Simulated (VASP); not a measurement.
# Settings for TiAl: relaxation of the cell

TiAl, P1 (no. 1), 2 atoms in the cell. PBE, relaxation of the cell; PAW potentials Ti_sv, Al (PBE set). VASP 6.6.1.

Wanted: cell lengths a, b, c within 0.2 %; volume within 0.4 %.

The series start from Relaxations run in a row: 2; Cutoff ENCUT (eV): 400; Force threshold EDIFFG (eV/Å): -0.01; Relaxation method: conjugate gradient, POTIM 0.5; Precision mode: Accurate. Each series keeps the choices made before it, and each single choice may use up half of a tolerance. Times cover all steps of a run.

## Relaxations run in a row

| Relaxations run in a row | Cell lengths a, b, c, largest deviation against the largest value | Volume (Å³/atom) | Time (s) |
|---|---|---|---|
| 1 | 0.044 % | 16.21 | 55 |
| 2 | 0 % | 16.19 | 74 |
| 3 (reference) | 0 % | 16.19 | 102 |

Chosen: 1, the loosest value from which every tighter one stays within half of the tolerance.

## Cutoff ENCUT (eV)

| Cutoff ENCUT (eV) | Cell lengths a, b, c, largest deviation against the largest value | Volume (Å³/atom) | Time (s) |
|---|---|---|---|
| 250 | 0.49 % | 16.11 | 38 |
| 300 | 0.16 % | 16.22 | 31 |
| 350 | 0.17 % | 16.19 | 43 |
| 400 | 0.087 % | 16.21 | 55 |
| 450 | 0.021 % | 16.23 | 59 |
| 500 | 0.0015 % | 16.24 | 68 |
| 550 (reference) | 0 % | 16.24 | 82 |

Chosen: 450.

## Force threshold EDIFFG (eV/Å)

| Force threshold EDIFFG (eV/Å) | Cell lengths a, b, c, largest deviation against the largest value | Volume (Å³/atom) | Time (s) |
|---|---|---|---|
| -0.05 | 0.023 % | 16.23 | 58 |
| -0.02 | 0.023 % | 16.23 | 66 |
| -0.01 | 0.023 % | 16.23 | 59 |
| -0.005 | 0.0091 % | 16.23 | 89 |
| -0.002 (reference) | 0 % | 16.23 | 86 |

Chosen: -0.05.

## Relaxation method

| Relaxation method | Cell lengths a, b, c, largest deviation against the largest value | Volume (Å³/atom) | Time (s) |
|---|---|---|---|
| conjugate gradient, POTIM 0.5 | 0 % | 16.23 | 58 |
| conjugate gradient, POTIM 0.2 | 0.037 % | 16.23 | 72 |
| conjugate gradient, POTIM 1.0 | 0.15 % | 16.27 | 70 |
| quasi-Newton, POTIM 0.5 | 0.032 % | 16.22 | 50 |
| quasi-Newton, POTIM 0.5, at least 5 electronic steps | 0.032 % | 16.22 | 50 |
| velocity quench, POTIM 0.1 | 0.29 % | 16.22 | 71 |

Chosen: quasi-Newton, POTIM 0.5; it saves 8.4 s of 58, so conjugate gradient, POTIM 0.5 would do nearly as well.

## Precision mode

| Precision mode | Cell lengths a, b, c, largest deviation against the largest value | Volume (Å³/atom) | Time (s) |
|---|---|---|---|
| Accurate | 0 % | 16.22 | 50 |
| Normal | 0.0024 % | 16.22 | 33 |
| High | 0.0037 % | 16.22 | 54 |

Chosen: Normal, the fastest of those that stay within half of the tolerance.

## All choices together

| Input | Cell lengths a, b, c, largest deviation against the largest value | Volume (Å³/atom) | Time (s) |
|---|---|---|---|
| EDIFF and PREC left to the program (naive) | 0.18 % | 16.17 | 42 |
| chosen settings | 0.039 % | 16.22 | 33 |
| reference settings throughout | 0 % | 16.23 | 124 |

The tolerance is met.

Values of the reference run: Cell lengths a, b, c: 2.818, 2.818, 4.088 Å.

## The input

INCAR.step1:
```
PREC = Normal
ENCUT = 450
EDIFF = 1E-7
ISMEAR = 1
SIGMA = 0.1
LREAL = False
LASPH = True
NELM = 100
ALGO = Normal
LWAVE = False
LCHARG = False
IBRION = 1
NSW = 60
ISIF = 3
EDIFFG = -0.05
POTIM = 0.5
KPAR = 8
```

INCAR.step2, as INCAR.step1 but for:
```
- IBRION = 1
- NSW = 60
- ISIF = 3
- EDIFFG = -0.05
- POTIM = 0.5
+ NSW = 0
+ ISIF = 2
```

KPOINTS:
```
k-points
0
Gamma
  10 10 7
```

POSCAR.step1:
```
TiAl
1.0
    2.9049450000     -0.0083580000     -0.0035850000
   -0.0083580000      2.9243770000      0.0178350000
   -0.0051280000      0.0255150000      4.1568170000
Ti Al
1 1
Direct
    0.0100650000     -0.0005110000     -0.0004950000
    0.4899350000      0.5005110000      0.5004950000
```

POSCAR.step2:
```
TiAl
1.0
    2.8175462152     -0.0010508195     -0.0000017987
   -0.0010664916      2.8169645004      0.0001382823
    0.0000003745      0.0000996579      4.0869023753
Ti Al
1 1
Direct
    0.0001178444      0.9999789677      1.0000237011
    0.4998821556      0.5000210323      0.4999762989
```

Commands (each step's output is kept before the next begins):
```
cat potpaw_PBE.64/Ti_sv/POTCAR potpaw_PBE.64/Al/POTCAR > POTCAR
cp INCAR.step1 INCAR
cp POSCAR.step1 POSCAR
mpirun -np 8 vasp_std > vasp.out
cp CONTCAR POSCAR
cp INCAR.step2 INCAR
cp POSCAR.step2 POSCAR
mpirun -np 8 vasp_std > vasp.out
```

Limits: the start was distorted on purpose (volume up by 6 %, random strain, atoms moved at random), so the space group given is the start's and not the crystal's.

The chosen input took VASP 6.6.1 33 s on 8 cores (Intel Xeon Platinum 8488C (Sapphire Rapids)), a shared host.

## An input that fails: cell relaxed at a low cutoff

It runs to its end, but against the unchanged starting input it is off by 0.64 % in the cell lengths a, b, c, 1.4 % in the volume.

Changes against the starting input:
```
(all steps)
- PREC = Accurate
- ENCUT = 400
+ PREC = Low
+ ENCUT = 250
(POSCAR.step3)
-    2.8158243200     -0.0010139082     -0.0000149111
-   -0.0010317990      2.8152051839      0.0002169363
-   -0.0000398613      0.0002943092      4.0838048212
+    2.8050291239     -0.0014748763     -0.0000926296
+   -0.0014928881      2.8053463200      0.0006053046
+   -0.0001506081      0.0008466584      4.0577529387
-    0.0000659998      0.9999611594      0.0000268026
-    0.4999340002      0.5000388406      0.4999731974
+    0.0001281237      0.9999593466      0.0000207125
+    0.4998718763      0.5000406534      0.4999792875
```
